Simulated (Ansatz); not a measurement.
# Ir: the change of phonon entropy and phonon heat capacity with temperature

All results are calculated (Ansatz 0.2.0). Harmonic vibrational free energy, entropy and heat capacity at constant volume, per atom, from the force constants of a q mesh, imaginary modes left out; plane waves with PAW datasets, Gamma-centred k mesh.

Structure of every row (space group Fm-3m, No. 225):
```
CELL_PARAMETERS angstrom
0.00000 1.93650 1.93650
1.93650 0.00000 1.93650
1.93650 1.93650 0.00000
ATOMIC_POSITIONS crystal
Ir 0.00000 0.00000 0.00000
```

Settings of every row: functional PBE; dispersion none; spin none; wave cutoff 420 eV; k mesh 20x20x20; occupations fermi dirac; smearing width 0.15 eV; pressure 0 GPa; phonon method linear response; q mesh 2x2x2.

Limits: coarse q mesh; metal sensitive to the k mesh; no spin-orbit coupling, which can matter with elements this heavy.

```csv
row,temperature (K),phonon entropy (kB/atom),phonon heat capacity (kB/atom),phonon free energy (meV/atom)
1,200,?,?,?
2,300,4.51,2.895,-36.3
3,400,5.35,2.94,-78.9
4,500,6.008,2.962,-128
5,600,6.549,2.973,-182.1
6,700,7.008,2.98,-240.6
7,800,7.407,2.985,-302.8
8,900,7.758,2.988,-368.1
9,1000,8.073,2.99,-436.4
```

Question: what phonon entropy and phonon heat capacity should row 1 give?

Worked fit of phonon entropy. Entropy rises as the heat capacity times the change of ln T, so take t = ln(T / 300 K). The shown rows have t = 0, 0.2877, 0.5108, 0.6931, 0.8473, 0.9808, 1.0986, 1.204. Least squares give phonon entropy = 4.509 + 2.91786 × t + 0.03597 × t² kB/atom; a straight line predicts inner rows, each left out in turn, worse (root mean square 0.0047 against 0.0013 kB/atom). The rows lie off it by 0.001, -0.001, -0.001, 0.000, 0.001, 0.002, 0.000, -0.001. The withheld row has t = -0.4055, so the fit gives 4.509 + 2.91786 × (-0.4055) + 0.03597 × (-0.4055)² = 3.332 kB/atom.

The calculation gave 3.358 kB/atom. The fit lies 0.026 kB/atom (0.55 % of the column's range) below it; its largest miss of a shown row is 0.002 kB/atom. This row lies beyond the range of the fit.

Worked fit of phonon heat capacity. At high temperature a harmonic heat capacity falls short of its limit by a term in 1/T², so take t = (100 K / T)². The shown rows have t = 0.11111, 0.0625, 0.04, 0.02778, 0.02041, 0.01562, 0.01235, 0.01. Their means are 0.037471 and 2.9641 kB/atom; the sums about the means are S_tt = 0.008304 and S_ty = -0.007823, whose ratio is the slope. Least squares give phonon heat capacity = 2.9994 − 0.9421 × t kB/atom. The rows lie off it by 0.000, -0.001, 0.000, 0.000, 0.000, 0.000, 0.000, 0.000. The constant, 2.9994 kB/atom, is to be held against the harmonic limit of 3 k_B an atom. The withheld row has t = 0.25, so the fit gives 2.9994 − 0.9421 × (0.25) = 2.764 kB/atom.

The calculation gave 2.771 kB/atom. The fit lies 0.007 kB/atom (3.2 % of the column's range) below it; its largest miss of a shown row is 0.001 kB/atom. This row lies beyond the range of the fit.

The other values of row 1: phonon free energy -2.1 meV/atom.
